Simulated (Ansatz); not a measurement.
Crystal: TiSi2.

```
Ti Si
1.0
    -1.47287    1.71213    4.21208
     1.47287   -1.71213    4.21208
     1.47287    1.71213   -4.21208
Ti Si
1 2
Direct
  0.00000 0.00000 0.00000
  0.67008 0.67008 0.00000
  0.32992 0.32992 0.00000
```

The cell comes from a database or a generator and needn't be the stable form of this composition.

```yaml
Program: Ansatz 0.2.0
Task: single point
Functional: PBE
Potentials_or_basis: all-electron LAPW, scalar-relativistic
Cutoff: 218 eV (chosen from the basis error)
Basis_error_allowed: 0.001 eV/atom
k_mesh: 12 × 12 × 12
Occupations: fermi-dirac, width 0.05 eV
Spin: no spin polarisation
```

On this cell: pressure 0.3 GPa; largest force 0.015 eV/Å; band gap on the k mesh none (metal or under the smearing width).

The same run follows on a disturbed copy (atoms moved at random, drawn with an rms of 0.05 Å):

```xyz
3
Lattice="-1.4729 1.7121 4.2121 1.4729 -1.7121 4.2121 1.4729 1.7121 -4.2121" Properties=species:S:1:pos:R:3 pbc="T T T"
Ti    0.0223   -0.0043   -0.0431
Si   -0.0024    0.0511    5.6305
Si   -0.0393    0.0282    2.7701
```

Problem. What does the disturbed cell give?

Solution. The energy (extrapolated to zero smearing) moves by +7.0 meV/atom; pressure 0.5 GPa; largest force 0.538 eV/Å; band gap on the k mesh none (metal or under the smearing width).

Forces in eV/Å, atoms in the order of the input:
```
Ti  -0.269  0.379  0.272
Si   0.043 -0.265 -0.111
Si   0.225 -0.113 -0.161
```

Stress tensor (GPa, compression positive):
```
 1.12 -0.09 -0.20
-0.09  0.49  0.07
-0.20  0.07  0.02
```
